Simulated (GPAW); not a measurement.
# TePb (Pm-3m) in GPAW: notebook

Aim: see how the results for TePb move with the level of theory and the settings. Levels: PBE, PBEsol. Tasks: single point.

Program: GPAW 26.7.0. These are calculated values, not measurements. Logs are shortened: lines on timing, memory, paths and dates and some standing lists are left out, and cuts for length are marked. The log counts tension as positive stress, the text compression.

## Step 1: Starting point

It takes space group Pm-3m (No. 221, cubic). The conventional cell has a = 4.002 Å, b = 4.002 Å, c = 4.002 Å, α = 90.00°, β = 90.00°, γ = 90.00°. Around Pb (site symmetry m-3m) lie 8 Te at 3.47 Å. Around Te (site symmetry m-3m) lie 8 Pb at 3.47 Å.

Measurements of this composition are mostly on another form, of space group No. 225.

## Step 2: Single point, PBE

run.py

```python
from ase.dft.bandgap import bandgap
from ase.io import read, write
from ase.units import GPa
from gpaw import GPAW, PW

atoms = read('POSCAR')

calc = GPAW(mode=PW(450),
            xc='PBE',
            kpts={'size': (6, 6, 6), 'gamma': True},
            occupations={'name': 'fermi-dirac', 'width': 0.05},
            nbands=19,
            maxiter=120,
            txt='gpaw.txt')
atoms.calc = calc
energy = atoms.get_potential_energy()
forces = atoms.get_forces()
stress = atoms.get_stress()
calc.write('gs.gpw')
write('result.traj', atoms)
print(f'Energy: {energy:.6f} eV')
print('Forces (eV/A):')
print(forces.round(4))
print('Stress (GPa):', (stress / GPa).round(3))
print('Fermi level:', round(calc.get_fermi_level(), 4), 'eV')
print(f'Gap: {bandgap(calc)[0]:.4f} eV, direct: {bandgap(calc, direct=True)[0]:.4f} eV')
```

POSCAR

```
TePb
1.0
    4.0022870000      0.0000000000      0.0000000000
    0.0000000000      4.0022870000      0.0000000000
    0.0000000000      0.0000000000      4.0022870000
Pb Te
1 1
Direct
    0.0000000000      0.0000000000      0.0000000000
    0.5000000000      0.5000000000      0.5000000000
```

Potentials or basis: GPAW PAW data sets (gpaw-data 1.2.1), pw.

Started as:

```sh
> OMP_NUM_THREADS=1 python run.py
```

gpaw.txt:

```text
__  _  _
 | _ |_)|_||  |
 |__||  | ||/\| - 26.7.0

Input parameters:
  mode=PW(ecut=450.00000000000006),
  kpts=MonkhorstPack(size=(6, 6, 6), gamma=True),
  maxiter=120,
  nbands=19,
  occupations=Occupations(name='fermi-dirac', width=0.05),
  xc=XC(name='PBE')

Diagonalizing LCAO Hamiltonian
Converting LCAO to pw mode
   .---------.
  /|         |
 * |         |
 | |         |
 | |   Te    |
 | .---------.
 |/         /
 Pb--------*

Atoms  # Å, Bohr magnetons
|   | symbol |        x |        y |        z |    initial magnetic moments |
|---|--------|----------|----------|----------|-----------------------------|
| 0 |     Pb | 0.000000 | 0.000000 | 0.000000 | ( 0.0000,  0.0000,  0.0000) |
| 1 |     Te | 2.001143 | 2.001143 | 2.001143 | ( 0.0000,  0.0000,  0.0000) |

Unit cell  # Å
| periodic |        x |        y |        z |  lengths |    angles |
|----------|----------|----------|----------|----------|-----------|
|      yes | 4.002287 | 0.000000 | 0.000000 | 4.002287 | 90.000000 |
|      yes | 0.000000 | 4.002287 | 0.000000 | 4.002287 | 90.000000 |
|      yes | 0.000000 | 0.000000 | 4.002287 | 4.002287 | 90.000000 |

Number of symmetries: 48
Symmetry operations  # r_c * U_cc + t_c -> r_c
|    | kind |            matrix            |
|----|------|------------------------------|
|  0 |  E   |  1, 0, 0,  0, 1, 0,  0, 0, 1 |
|  1 |  σ   |  1, 0, 0,  0, 1, 0,  0, 0,-1 |
|  2 |  σ   |  1, 0, 0,  0, 0, 1,  0, 1, 0 |
|  3 |  C4  |  1, 0, 0,  0, 0, 1,  0,-1, 0 |
|  4 |  C4  |  1, 0, 0,  0, 0,-1,  0, 1, 0 |
|  5 |  σ   |  1, 0, 0,  0, 0,-1,  0,-1, 0 |
|  6 |  σ   |  1, 0, 0,  0,-1, 0,  0, 0, 1 |
|  7 |  C2  |  1, 0, 0,  0,-1, 0,  0, 0,-1 |
|  8 |  σ   |  0, 1, 0,  1, 0, 0,  0, 0, 1 |
|  9 |  C2  |  0, 1, 0,  1, 0, 0,  0, 0,-1 |
| 10 |  C3  |  0, 1, 0,  0, 0, 1,  1, 0, 0 |
| 11 |  S6  |  0, 1, 0,  0, 0, 1, -1, 0, 0 |
| 12 |  S6  |  0, 1, 0,  0, 0,-1,  1, 0, 0 |
| 13 |  C3  |  0, 1, 0,  0, 0,-1, -1, 0, 0 |
| 14 |  C4  |  0, 1, 0, -1, 0, 0,  0, 0, 1 |
| 15 |  S4  |  0, 1, 0, -1, 0, 0,  0, 0,-1 |
| 16 |  C3  |  0, 0, 1,  1, 0, 0,  0, 1, 0 |
| 17 |  S6  |  0, 0, 1,  1, 0, 0,  0,-1, 0 |
| 18 |  σ   |  0, 0, 1,  0, 1, 0,  1, 0, 0 |
| 19 |  C4  |  0, 0, 1,  0, 1, 0, -1, 0, 0 |
| 20 |  C2  |  0, 0, 1,  0,-1, 0,  1, 0, 0 |
| 21 |  S4  |  0, 0, 1,  0,-1, 0, -1, 0, 0 |
| 22 |  S6  |  0, 0, 1, -1, 0, 0,  0, 1, 0 |
| 23 |  C3  |  0, 0, 1, -1, 0, 0,  0,-1, 0 |
| 24 |  S6  |  0, 0,-1,  1, 0, 0,  0, 1, 0 |
| 25 |  C3  |  0, 0,-1,  1, 0, 0,  0,-1, 0 |
| 26 |  C4  |  0, 0,-1,  0, 1, 0,  1, 0, 0 |
| 27 |  σ   |  0, 0,-1,  0, 1, 0, -1, 0, 0 |
| 28 |  S4  |  0, 0,-1,  0,-1, 0,  1, 0, 0 |
| 29 |  C2  |  0, 0,-1,  0,-1, 0, -1, 0, 0 |
| 30 |  C3  |  0, 0,-1, -1, 0, 0,  0, 1, 0 |
| 31 |  S6  |  0, 0,-1, -1, 0, 0,  0,-1, 0 |
| 32 |  C4  |  0,-1, 0,  1, 0, 0,  0, 0, 1 |
| 33 |  S4  |  0,-1, 0,  1, 0, 0,  0, 0,-1 |
| 34 |  S6  |  0,-1, 0,  0, 0, 1,  1, 0, 0 |
| 35 |  C3  |  0,-1, 0,  0, 0, 1, -1, 0, 0 |
| 36 |  C3  |  0,-1, 0,  0, 0,-1,  1, 0, 0 |
| 37 |  S6  |  0,-1, 0,  0, 0,-1, -1, 0, 0 |
| 38 |  σ   |  0,-1, 0, -1, 0, 0,  0, 0, 1 |
| 39 |  C2  |  0,-1, 0, -1, 0, 0,  0, 0,-1 |
| 40 |  σ   | -1, 0, 0,  0, 1, 0,  0, 0, 1 |
| 41 |  C2  | -1, 0, 0,  0, 1, 0,  0, 0,-1 |
| 42 |  C2  | -1, 0, 0,  0, 0, 1,  0, 1, 0 |
| 43 |  S4  | -1, 0, 0,  0, 0, 1,  0,-1, 0 |
| 44 |  S4  | -1, 0, 0,  0, 0,-1,  0, 1, 0 |
| 45 |  C2  | -1, 0, 0,  0, 0,-1,  0,-1, 0 |
| 46 |  C2  | -1, 0, 0,  0,-1, 0,  0, 0, 1 |
| 47 |  i   | -1, 0, 0,  0,-1, 0,  0, 0,-1 |

BZ-sampling:
  Number of BZ points: 216
  Number of IBZ points: 20

  Monkhorst-Pack size: [6, 6, 6]
  Monkhorst-Pack shift: [0.08333333333333333, 0.08333333333333333, 0.08333333333333333]

K-points  # in reciprocal-cell coordinates
|     |                                coordinates |     weight |
|-----|--------------------------------------------|------------|
|   0 | (  0.00000000,   0.00000000,   0.00000000) | 0.00462963 |
|   1 | (  0.16666667,   0.00000000,   0.00000000) | 0.02777778 |
|   2 | (  0.16666667,   0.16666667,   0.00000000) | 0.05555556 |
|   3 | (  0.16666667,   0.16666667,   0.16666667) | 0.03703704 |
|   4 | (  0.33333333,   0.00000000,   0.00000000) | 0.02777778 |
|   5 | (  0.33333333,   0.16666667,   0.00000000) | 0.11111111 |
|   6 | (  0.33333333,   0.16666667,   0.16666667) | 0.11111111 |
|   7 | (  0.33333333,   0.33333333,   0.00000000) | 0.05555556 |
|   8 | (  0.33333333,   0.33333333,   0.16666667) | 0.11111111 |
|   9 | (  0.33333333,   0.33333333,   0.33333333) | 0.03703704 |
| ... |                                            |            |
|  19 | (  0.50000000,   0.50000000,   0.50000000) | 0.00462963 |

Plane wave coefficients: 1409
Cutoff: 450.00000000000006 eV

Spin-components: 1 (collinear spins)
Bands:           19
Projectors:      11
Spin-degeneracy: 2
Datatype:        complex128

Parallelization:
  kpt:    1
  domain: 1
  band:   1

Density:
  Valence electrons: 20.0
  Components: 1
  Grid points: [20 20 20]
  Charge: 0.0  # |e|

Potential:
  Grid points: [20 20 20]

species:
  Pb:
    name:    Lead
    Z:       82.0
    valence: 14
    core:    68
    charge:  0.0  # [|e|]
    compensation charges:
      type: gauss
      rc: 0.38  # [Å]
      lmax: 2
    cutoffs:
      filter: 2.36  # [Å]
      core: 2.43  # [Å]
    projectors
    | kind |    occ | energy [eV] | rcut [Å] |
    |------|--------|-------------|----------|
    |   6s |  2.000 |     -11.969 |    1.259 |
    |   6p |  2.000 |      -3.506 |    1.275 |
    |   5d | 10.000 |     -21.211 |    1.217 |
    |    s |        |      15.243 |    1.259 |
    |    p |        |      23.705 |    1.275 |
    |    d |        |       6.001 |    1.217 |

    Using partial waves for Pb as LCAO basis

  Te:
    name:    Tellurium
    Z:       52.0
    valence: 6
    core:    46
    charge:  0.0  # [|e|]
    compensation charges:
      type: gauss
      rc: 0.36  # [Å]
      lmax: 2
    cutoffs:
      filter: 2.09  # [Å]
      core: 3.17  # [Å]
    projectors
    | kind |    occ | energy [eV] | rcut [Å] |
    |------|--------|-------------|----------|
    |   5s |  2.000 |     -15.089 |    1.180 |
    |   5p |  4.000 |      -5.955 |    1.196 |
    |    s |        |      12.123 |    1.180 |
    |    p |        |      21.256 |    1.196 |
    |    d |        |       0.000 |    1.238 |

    Using partial waves for Te as LCAO basis

Reference energy: -752065.146798  # eV

eigensolver:
  PPCG
  Converge bands: occupied
  niter=2

density mixing:
  MSR1-Mixer
  Pratt-step length: 0.05
  Maximum mixing coefficient: 0.75
  Old densities: 10
  SVD Regularization: 0.005
  Good broyden scale: 1.0
  Trust region scale: 1.0
  Backstep threshold: 4.0
  History deletion threshold: 6.0
  Fourier metric: weight=20.0, sigma=0.015

occupation numbers:
  Fermi-Dirac:
    width: 0.0500  # eV

poisson solver:
  ecut: 3600.0000000000005  # eV

xc functional:
  name: PBE with 2 nearest neighbor stencil

convergence criteria:
- Maximum [total energy] change in last 3 cyles: 0.0005 eV / valence electron
- Maximum integral of absolute [dens]ity change: 0.0001 electrons / valence electron
- Maximum integral of absolute [eigenst]ate change: 4e-08 eV^2 / valence electron
maximum number of iterations: 120

SCF iterations
|iter     | |      energy | eigst |  dens |
|---------|-|-------------|-------|-------|
|iter:   1| |   -7.514600 | -0.25 |       |
|iter:   2| |   -7.470052 | -2.13 | -1.30 |
|iter:   3| |   -7.344830 | -2.18 | -1.36 |
|iter:   4| |   -7.343470 | -3.97 | -1.89 |
|iter:   5| |   -7.343493c| -4.47 | -2.27 |
|iter:   6| |   -7.343512c| -5.75 | -3.20 |
|iter:   7| |   -7.343518c| -6.70 | -3.63 |
|iter:   8| |   -7.343518c| -7.89c| -4.64c|

Converged in 8 steps
Energy contributions relative to reference atoms: (reference = -752065.146798)

Energy contributions:
  Kinetic:          14.031477
  Coulomb:         -14.790310
  Zero:              0.159507
  External:          0.000000
  Xc:               -6.739677
  Entropy:          -0.009031
  Spinorbit:         0.000000
  ----------------------------
  Free energy:      -7.348034
  Extrapolated:     -7.343518

dipole moment: (-16.903095, -16.903095, -16.903095)  # |e|*Ang

Fermi level: 6.418
Eigenvalues  # (at kpt = [0.000, 0.000, 0.000])
| band index |      eig [eV] | occ [0-2] |
|------------|---------------|-----------|
|          0 |       -10.688 |     2.000 |
|        ... |               |           |
|          2 |       -10.609 |     2.000 |
|          3 |       -10.609 |     2.000 |
|          4 |       -10.609 |     2.000 |
|          5 |        -5.721 |     2.000 |
|          6 |        -0.281 |     2.000 |
|          7 |         4.836 |     2.000 |
|          8 |         4.836 |     2.000 |
|          9 |         4.836 |     2.000 |
|         10 |        10.454 |     0.000 |
|         11 |        10.454 |     0.000 |
|         12 |        11.643 |     0.000 |
|         13 |        11.643 |     0.000 |
|         14 |        11.643 |     0.000 |
|         15 |        16.440 |     0.000 |
|         16 |        17.621 |     0.000 |
|         17 |        17.621 |     0.000 |
|         18 |        17.622 |     0.000 |

No gap
No difference between direct/indirect transitions

Forces  # eV/Ang
|        x |        y |        z |
|----------|----------|----------|
| -0.00000 | -0.00000 | -0.00000 |  # Pb   0
| -0.00000 | -0.00000 | -0.00000 |  # Te   1

Stress tensor  # eV/Ang^3
|        x |        y |        z |
|----------|----------|----------|
| 0.007176 | 0.000000 | 0.000000 |
| 0.000000 | 0.007176 | 0.000000 |
| 0.000000 | 0.000000 | 0.007176 |

# Writing to gs.gpw (mode='')
```

Wall time 7.8 s (1 thread of Arm Neoverse V1, shared host); peak memory 0.14 GiB.

What came out:

| Quantity | Value |
| --- | --- |
| Free energy | -7.3480 eV |
| Pressure | -1.1 GPa |
| Band gap on the k mesh | none (metal or under the smearing width) |

Caveat: the cutoff is short for stress and forces, so pressures can be off by a GPa or more.

## Step 3: Single point, PBEsol

run.py: that of step 2 with these lines changed.

```diff
@@ -1,10 +1,20 @@
 from ase.dft.bandgap import bandgap
-from ase.io import read, write
+from ase.io import write
+from ase.spacegroup import crystal
 from ase.units import GPa
-from gpaw import GPAW, PW
+from gpaw import GPAW, PW, setup_paths
 
-atoms = read('POSCAR')
+setup_paths.insert(0, '.')
+
+# Pb 1a
+# Te 1b
+atoms = crystal(['Pb', 'Te'],
+                basis=[[0.0, 0.0, 0.0],
+                       [0.5, 0.5, 0.5]],
+                spacegroup=221, setting=1,  # Pm-3m
+                cellpar=[4.002287, 4.002287, 4.002287, 90.0, 90.0, 90.0],
+                primitive_cell=True)
 
 calc = GPAW(mode=PW(450),
-            xc='PBE',
+            xc='PBEsol',
             kpts={'size': (6, 6, 6), 'gamma': True},
```

Potentials or basis: PAW data sets generated in the run's folder for this functional, pw.

Started as:

```sh
> gpaw-setup -f PBEsol Pb Te
> OMP_NUM_THREADS=1 python run.py
```

Run time: 13 s. Hardware: 1 thread of Arm Neoverse V1, shared host; peak memory 0.14 GiB.

It converged, with:

| Property | Result |
| --- | --- |
| Free energy | -8.1121 eV |
| Pressure | -3.8 GPa |
| Band gap on the k mesh | none (metal or under the smearing width) |

Levels at points of the mesh, in eV from the Fermi level:
```
           k point  band 7  band 8  band 9  band 10  band 11  band 12  band 13  band 14
(0.00, 0.00, 0.00)   -6.73   -1.59   -1.59    -1.59     3.98     3.98     5.21     5.21
(0.50, 0.00, 0.00)   -8.99   -0.76   -0.17    -0.17     0.13     2.30     2.30     5.33
(0.50, 0.50, 0.00)   -7.82   -4.42   -4.42     0.20     3.48     3.66     3.66     5.99
(0.50, 0.50, 0.50)   -7.06   -2.49   -2.49    -2.49    -1.08    -1.08    -1.08    13.48
```

Caveat: the cutoff is short for stress and forces, so pressures can be off by a GPa or more.
